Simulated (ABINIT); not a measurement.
# CdTe (F-43m) in ABINIT: further runs, part 2 of 2

ABINIT 10.8.3 (patched build). The steps go on from the part before.

## (4) Equation of state, revPBE+D3

Contents of run.abi:

```
# Datasets: one volume each
ndtset 7
getwfk -1
scalecart1 3*0.9795861087
scalecart2 3*0.9864848297
scalecart3 3*0.9932883884
scalecart4 3*1.0000000000
scalecart5 3*1.0066227096
scalecart6 3*1.0131594038
scalecart7 3*1.0196128224

# Pseudopotentials
pp_dirpath "./"
pseudos "Te.GGA_PBE-JTH.xml, Cd.GGA_PBE-JTH.xml"

# Structure
acell 3*1.0 Angstrom
rprim
     0.0000000000     3.2050000000     3.2050000000
     3.2050000000     0.0000000000     3.2050000000
     3.2050000000     3.2050000000     0.0000000000
ntypat 2
znucl 52 48
natom 2
typat 1 2
xred
     0.7500000000     0.7500000000     0.7500000000
     0.0000000000     0.0000000000     0.0000000000

# Plane-wave basis
ecut 17.0
pawecutdg 34.0

# k points
kptopt 1
ngkpt 7 7 7
nshiftk 1
shiftk 0.0 0.0 0.0

# Exchange and correlation
ixc 14
vdw_xc 6

# Bands and occupations
nband 13
occopt 3
tsmear 0.05 eV

# SCF cycle
nstep 100
tolvrs 1.0e-9

# Output
iomode 3
prtwf 1
prtden 0
prteig 0
prtebands 0
enunit 1
```

Potentials or basis: JTH PAW PBE v2.0.

Launch:

```console
$ abinit run.abi > log 2>&1
```

run.abo:

```text
.Version 10.8.3 of ABINIT
 DATASET    1 : space group F-4 3 m (#216); Bravais cF (face-center cubic)
================================================================================
 Values of the parameters that define the memory need for DATASET  1.
     intxc =       0    ionmov =       0      iscf =      17    lmnmax =      18
     lnmax =       6     mgfft =      32  mpssoang =       3    mqgrid =    3001
     natom =       2  nloc_mem =       2    nspden =       1   nspinor =       1
    nsppol =       1      nsym =      24    n1xccc =       1    ntypat =       2
    occopt =       3   xclevel =       2
       mpw =        1416          nfft =       32768          nkpt =          20
 PAW method is used; the additional fine FFT grid is defined by:
   mgfftf=        48    nfftf =    110592
================================================================================
================================================================================
[... 71 lines left out ...]
 DATASET    7 : space group F-4 3 m (#216); Bravais cF (face-center cubic)
================================================================================
 Values of the parameters that define the memory need for DATASET  7.
     intxc =       0    ionmov =       0      iscf =      17    lmnmax =      18
     lnmax =       6     mgfft =      36  mpssoang =       3    mqgrid =    3001
     natom =       2  nloc_mem =       2    nspden =       1   nspinor =       1
    nsppol =       1      nsym =      24    n1xccc =       1    ntypat =       2
    occopt =       3   xclevel =       2
       mpw =        1600          nfft =       46656          nkpt =          20
 PAW method is used; the additional fine FFT grid is defined by:
   mgfftf=        48    nfftf =    110592
================================================================================
================================================================================

--------------------------------------------------------------------------------
------------- Echo of variables that govern the present computation ------------
--------------------------------------------------------------------------------
 -outvars: echo values of preprocessed input variables --------
            acell      1.8897261259E+00  1.8897261259E+00  1.8897261259E+00 Bohr
              amu      1.27600000E+02  1.12411000E+02
             ecut      1.70000000E+01 Hartree
           enunit           1
           getwfk          -1
              ixc          14
           jdtset        1    2    3    4    5    6    7
[... 148 lines left out ...]
 Spheres core radius: rc_sph= 2.50233826
 Shapefunction is BESSEL type: shapef(r,l)=aa(1,l)*jl(q(1,l)*r)+aa(2,l)*jl(q(2,l)*r)
 Radius for shape functions =  2.31074885
 Compensation charge density is not taken into account in XC energy/potential

   2.44797133E+03                                ecore*ucvol(ha*bohr**3)
--------------------------------------------------------------------------------

[... 1276 lines left out ...]
-Cartesian components of stress tensor (GPa)         [Pressure= -6.4887E-01 GPa]
- sigma(1 1)=  6.48869945E-01  sigma(3 2)=  0.00000000E+00
- sigma(2 2)=  6.48869945E-01  sigma(3 1)=  0.00000000E+00
- sigma(3 3)=  6.48869945E-01  sigma(2 1)=  0.00000000E+00

== END DATASET(S) ==============================================================
================================================================================

 -outvars: echo values of variables after computation  --------
            acell      1.8897261259E+00  1.8897261259E+00  1.8897261259E+00 Bohr
           etotal1    -5.5861487120E+01
           etotal2    -5.5862992532E+01
           etotal3    -5.5864132225E+01
           etotal4    -5.5864929735E+01
           etotal5    -5.5865418367E+01
           etotal6    -5.5865664345E+01
           etotal7    -5.5865656777E+01
            fcart1    -0.0000000000E+00 -0.0000000000E+00 -0.0000000000E+00
                      -0.0000000000E+00 -0.0000000000E+00 -0.0000000000E+00
            fcart2    -0.0000000000E+00 -0.0000000000E+00 -0.0000000000E+00
                      -0.0000000000E+00 -0.0000000000E+00 -0.0000000000E+00
            fcart3    -0.0000000000E+00 -0.0000000000E+00 -0.0000000000E+00
                      -0.0000000000E+00 -0.0000000000E+00 -0.0000000000E+00
            fcart4    -0.0000000000E+00 -0.0000000000E+00 -0.0000000000E+00
                      -0.0000000000E+00 -0.0000000000E+00 -0.0000000000E+00
            fcart5    -8.2810762295E-30 -2.7603587432E-30  1.3801793716E-29
                       8.2810762295E-30  2.7603587432E-30 -1.3801793716E-29
[... 38 lines left out ...]
                       0.0000000000E+00  0.0000000000E+00  0.0000000000E+00
           xangst1     4.7093602176E+00  4.7093602176E+00  4.7093602176E+00
                       0.0000000000E+00  0.0000000000E+00  0.0000000000E+00
           xangst2     4.7425258188E+00  4.7425258188E+00  4.7425258188E+00
                       0.0000000000E+00  0.0000000000E+00  0.0000000000E+00
           xangst3     4.7752339272E+00  4.7752339272E+00  4.7752339272E+00
                       0.0000000000E+00  0.0000000000E+00  0.0000000000E+00
           xangst4     4.8075000000E+00  4.8075000000E+00  4.8075000000E+00
                       0.0000000000E+00  0.0000000000E+00  0.0000000000E+00
           xangst5     4.8393386764E+00  4.8393386764E+00  4.8393386764E+00
                       0.0000000000E+00  0.0000000000E+00  0.0000000000E+00
           xangst6     4.8707638338E+00  4.8707638338E+00  4.8707638338E+00
                       0.0000000000E+00  0.0000000000E+00  0.0000000000E+00
           xangst7     4.9017886437E+00  4.9017886437E+00  4.9017886437E+00
                       0.0000000000E+00  0.0000000000E+00  0.0000000000E+00
             xred      7.5000000000E-01  7.5000000000E-01  7.5000000000E-01
                       0.0000000000E+00  0.0000000000E+00  0.0000000000E+00
 Calculation completed.
```

Wall time 1.9 min (1 thread of Arm Neoverse V1, shared host); peak memory 0.16 GiB.

What came out:

```yaml
Equilibrium_volume: 34.56 Å³/atom
Bulk_modulus: 39 GPa
Pressure_derivative_of_the_bulk_modulus: "5.1 (rough: it moves with the points fitted)"
```

Energy against volume, from the lowest point:
```csv
volume (Å³/atom),energy (meV/atom)
30.947,56.83
31.605,36.35
32.263,20.85
32.922,9.99
33.580,3.35
34.239,0.00
34.897,0.10
```

Caveat: the cutoff is too short for stress, so the log's stress isn't used; pressures at fixed basis lie under the slope of the energies; the PAW data sets were made with another functional, which shifts forces and pressure a little. The run has no spin-orbit coupling, so splittings on Te are missing.

## (5) Equation of state, PBE

Edit run.abi of step 4 so:

```diff
@@ -30,4 +30,4 @@
 # Plane-wave basis
-ecut 17.0
-pawecutdg 34.0
+ecut 12.0
+pawecutdg 24.0
 
@@ -40,4 +40,3 @@
 # Exchange and correlation
-ixc 14
-vdw_xc 6
+ixc 11
 
@@ -46,3 +45,3 @@
 occopt 3
-tsmear 0.05 eV
+tsmear 0.00183747
 
@@ -58,2 +57 @@
 prtebands 0
-enunit 1
```

Launch:

```console
$ abinit run.abi > log 2>&1
```

It took 2.1 min on 1 thread of Arm Neoverse N1, shared host; peak memory 0.13 GiB.

It converged, with:

```
Equilibrium volume : 36.44 Å³/atom (rough: see the caveat)
Bulk modulus       : 32 GPa (rough)
```

Energy against volume, from the lowest point:
| volume (Å³/atom) | energy (meV/atom) |
| --- | --- |
| 30.947 | 113.68 |
| 31.605 | 82.61 |
| 32.263 | 55.78 |
| 32.922 | 36.60 |
| 33.580 | 19.61 |
| 34.239 | 8.54 |
| 34.897 | 0.00 |

Caveat: the cutoff is too short for stress, so the log's stress isn't used; pressures at fixed basis lie under the slope of the energies; the fit is doubtful: noisy points or a state that changes with volume; the minimum lies outside the volumes run.

## (6) Equation of state, WC

Edit run.abi of step 5 so:

```diff
@@ -1,2 +1 @@
-# Datasets: one volume each
 ndtset 7
@@ -11,3 +10,2 @@
 
-# Pseudopotentials
 pp_dirpath "./"
@@ -15,3 +13,2 @@
 
-# Structure
 acell 3*1.0 Angstrom
@@ -29,7 +26,5 @@
 
-# Plane-wave basis
-ecut 12.0
-pawecutdg 24.0
+ecut 17.0
+pawecutdg 34.0
 
-# k points
 kptopt 1
@@ -39,11 +34,8 @@
 
-# Exchange and correlation
-ixc 11
+ixc 23
 
-# Bands and occupations
 nband 13
 occopt 3
-tsmear 0.00183747
+tsmear 0.05 eV
 
-# SCF cycle
 nstep 100
@@ -51,3 +43,2 @@
 
-# Output
 iomode 3
@@ -57 +48,2 @@
 prtebands 0
+enunit 2
```

Potentials or basis: JTH PAW PBE v2.0.

Launch:

```console
$ abinit run.abi > log 2>&1
```

run.abo:

```text
.Version 10.8.3 of ABINIT
 DATASET    1 : space group F-4 3 m (#216); Bravais cF (face-center cubic)
================================================================================
 Values of the parameters that define the memory need for DATASET  1.
     intxc =       0    ionmov =       0      iscf =      17    lmnmax =      18
     lnmax =       6     mgfft =      32  mpssoang =       3    mqgrid =    3001
     natom =       2  nloc_mem =       2    nspden =       1   nspinor =       1
    nsppol =       1      nsym =      24    n1xccc =       1    ntypat =       2
    occopt =       3   xclevel =       2
       mpw =        1416          nfft =       32768          nkpt =          20
 PAW method is used; the additional fine FFT grid is defined by:
   mgfftf=        48    nfftf =    110592
================================================================================
================================================================================
[... 71 lines left out ...]
 DATASET    7 : space group F-4 3 m (#216); Bravais cF (face-center cubic)
================================================================================
 Values of the parameters that define the memory need for DATASET  7.
     intxc =       0    ionmov =       0      iscf =      17    lmnmax =      18
     lnmax =       6     mgfft =      36  mpssoang =       3    mqgrid =    3001
     natom =       2  nloc_mem =       2    nspden =       1   nspinor =       1
    nsppol =       1      nsym =      24    n1xccc =       1    ntypat =       2
    occopt =       3   xclevel =       2
       mpw =        1600          nfft =       46656          nkpt =          20
 PAW method is used; the additional fine FFT grid is defined by:
   mgfftf=        48    nfftf =    110592
================================================================================
================================================================================

--------------------------------------------------------------------------------
------------- Echo of variables that govern the present computation ------------
--------------------------------------------------------------------------------
 -outvars: echo values of preprocessed input variables --------
            acell      1.8897261259E+00  1.8897261259E+00  1.8897261259E+00 Bohr
              amu      1.27600000E+02  1.12411000E+02
             ecut      1.70000000E+01 Hartree
           enunit           2
           getwfk          -1
              ixc          23
           jdtset        1    2    3    4    5    6    7
[... 147 lines left out ...]
 Spheres core radius: rc_sph= 2.50233826
 Shapefunction is BESSEL type: shapef(r,l)=aa(1,l)*jl(q(1,l)*r)+aa(2,l)*jl(q(2,l)*r)
 Radius for shape functions =  2.31074885
 Compensation charge density is not taken into account in XC energy/potential

   2.44797133E+03                                ecore*ucvol(ha*bohr**3)
--------------------------------------------------------------------------------

[... 1377 lines left out ...]
-Cartesian components of stress tensor (GPa)         [Pressure= -9.5775E-01 GPa]
- sigma(1 1)=  9.57746669E-01  sigma(3 2)=  0.00000000E+00
- sigma(2 2)=  9.57746669E-01  sigma(3 1)=  0.00000000E+00
- sigma(3 3)=  9.57746669E-01  sigma(2 1)=  0.00000000E+00

== END DATASET(S) ==============================================================
================================================================================

 -outvars: echo values of variables after computation  --------
            acell      1.8897261259E+00  1.8897261259E+00  1.8897261259E+00 Bohr
           etotal1    -5.5946750623E+01
           etotal2    -5.5948197360E+01
           etotal3    -5.5949271596E+01
           etotal4    -5.5949997529E+01
           etotal5    -5.5950407973E+01
           etotal6    -5.5950565134E+01
           etotal7    -5.5950461440E+01
            fcart1    -0.0000000000E+00 -0.0000000000E+00 -0.0000000000E+00
                      -0.0000000000E+00 -0.0000000000E+00 -0.0000000000E+00
            fcart2    -5.2813276631E-31 -3.5208851088E-31  1.2323097881E-30
                       5.2813276631E-31  3.5208851088E-31 -1.2323097881E-30
            fcart3     3.4967687003E-31  3.4967687003E-31 -1.0490306101E-30
                      -3.4967687003E-31 -3.4967687003E-31  1.0490306101E-30
            fcart4    -1.7366498735E-31 -8.6832493673E-32  3.4732997469E-31
                       1.7366498735E-31  8.6832493673E-32 -3.4732997469E-31
            fcart5    -0.0000000000E+00 -0.0000000000E+00 -0.0000000000E+00
                      -0.0000000000E+00 -0.0000000000E+00 -0.0000000000E+00
[... 38 lines left out ...]
                       0.0000000000E+00  0.0000000000E+00  0.0000000000E+00
           xangst1     4.7093602176E+00  4.7093602176E+00  4.7093602176E+00
                       0.0000000000E+00  0.0000000000E+00  0.0000000000E+00
           xangst2     4.7425258188E+00  4.7425258188E+00  4.7425258188E+00
                       0.0000000000E+00  0.0000000000E+00  0.0000000000E+00
           xangst3     4.7752339272E+00  4.7752339272E+00  4.7752339272E+00
                       0.0000000000E+00  0.0000000000E+00  0.0000000000E+00
           xangst4     4.8075000000E+00  4.8075000000E+00  4.8075000000E+00
                       0.0000000000E+00  0.0000000000E+00  0.0000000000E+00
           xangst5     4.8393386764E+00  4.8393386764E+00  4.8393386764E+00
                       0.0000000000E+00  0.0000000000E+00  0.0000000000E+00
           xangst6     4.8707638338E+00  4.8707638338E+00  4.8707638338E+00
                       0.0000000000E+00  0.0000000000E+00  0.0000000000E+00
           xangst7     4.9017886437E+00  4.9017886437E+00  4.9017886437E+00
                       0.0000000000E+00  0.0000000000E+00  0.0000000000E+00
             xred      7.5000000000E-01  7.5000000000E-01  7.5000000000E-01
                       0.0000000000E+00  0.0000000000E+00  0.0000000000E+00
 Calculation completed.
```

Run time: 4.4 min. Hardware: 1 thread of Arm Neoverse N1, shared host; peak memory 0.15 GiB.

Results:

```yaml
Equilibrium_volume: 34.29 Å³/atom
Bulk_modulus: 42 GPa
Pressure_derivative_of_the_bulk_modulus: 4.8
```

Energy against volume, from the lowest point:
```tsv
volume (Å³/atom)	energy (meV/atom)
30.947	51.90
31.605	32.22
32.263	17.60
32.922	7.72
33.580	2.14
34.239	0.00
34.897	1.41
```

Caveat: the cutoff is too short for stress, so the log's stress isn't used; pressures at fixed basis lie under the slope of the energies; the PAW data sets were made with another functional, which shifts forces and pressure a little.

## (7) Overview

| level | potentials or basis | cutoff (eV) | fine-grid cutoff | V0 of scaled cells (Å³/atom) | B0 (GPa) |
| --- | --- | --- | --- | --- | --- |
| revPBE | JTH PAW PBE v2.0 | 463 | 925.187 eV | - | - |
| LDA-Teter | JTH PAW LDA v2.0 | 463 | 925.187 eV | 33.02 | 46 |
| revPBE+D3 | JTH PAW PBE v2.0 | 463 | 925.187 eV | 34.56 | 39 |
| PBE | JTH PAW PBE v2.0 | 327 | 653.073 eV | - | - |
| WC | JTH PAW PBE v2.0 | 463 | 925.187 eV | 34.29 | 42 |

Alike in all rows: task equation of state; no spin polarisation; cell as given; k mesh 7 × 7 × 7; smearing fermi-dirac 0.05 eV.

Caveats: pressures at fixed basis lie under the slope of the energies; the PAW data sets were made with another functional, which shifts forces and pressure a little (some runs); the minimum lies outside the volumes run (some runs); the fit is doubtful: noisy points or a state that changes with volume (some runs).

Total energies depend on the potentials used, so only differences within one code and one set of settings carry meaning.

## (8) Against experiment

Step 3. Measured bulk modulus of CdTe: 42 GPa (powder; quoted in “Multiscale insight into the Cd1-xZnxTe vibrational-mechanical properties -- High-pressure experiments and ab initio calculations”, 2023, arxiv:2306.14539). This calculation gives 46 GPa (+10.2 %). The fit is for a static lattice scaled at fixed shape and fixed fractional positions.

Step 4. Against the measured bulk modulus of CdTe, 42 GPa (powder; quoted in “Multiscale insight into the Cd1-xZnxTe vibrational-mechanical properties -- High-pressure experiments and ab initio calculations”, 2023, arxiv:2306.14539), the calculated 39 GPa is off by -7.9 %. The fit is for a static lattice scaled at fixed shape and fixed fractional positions.

Step 6. Measured bulk modulus of CdTe: 42 GPa (powder; quoted in “Multiscale insight into the Cd1-xZnxTe vibrational-mechanical properties -- High-pressure experiments and ab initio calculations”, 2023, arxiv:2306.14539). This calculation gives 42 GPa (-0.4 %). The fit is for a static lattice scaled at fixed shape and fixed fractional positions.
